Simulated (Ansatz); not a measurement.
**KBr: single point with HSE06 form with a typed share of exact exchange**

KBr:

```
CELL_PARAMETERS angstrom
0.00000 3.30000 3.30000
3.30000 0.00000 3.30000
3.30000 3.30000 0.00000
ATOMIC_POSITIONS crystal
Br 0.50000 0.50000 0.50000
K 0.00000 0.00000 0.00000
```

| Quantity | Value |
| --- | --- |
| Program | Ansatz 0.2.0 |
| Task | single point |
| Functional | HSE06 form with a typed share of exact exchange |
| Potentials or basis | Ansatz PAW |
| Cutoff | 420 eV (not typed: the program's choice for these potentials) |
| k mesh | 4 × 4 × 4 |
| Occupations | fermi-dirac, width 0.05 eV |
| Spin | no spin polarisation |

```yaml
Pressure: 0.4 GPa
Band_gap_on_the_k_mesh: 5.87 eV, direct
```

Levels at points of the mesh, in eV from the valence-band top:
```csv
k point,band 6,band 7,band 8,band 9,band 10,band 11
"(0.00, 0.00, 0.00)",0.00,0.00,0.00,5.87,9.26,9.26
"(0.00, 0.00, -0.50)",-1.25,-0.35,-0.35,8.01,9.89,11.66
"(0.00, -0.50, -0.50)",-0.88,-0.31,-0.31,7.32,8.78,11.06
```

Wall time 8.6 s on 1 × NVIDIA H100 80GB HBM3 with 2 threads of AMD EPYC 7R13 Processor (Zen 3), with other jobs on the host, peak memory 1.4 GiB.

Caveat: the PAW data sets come from PBE, with cores solved anew for the run's functional, which leaves a small shift of forces and pressure; the thresholds are loose for stress.
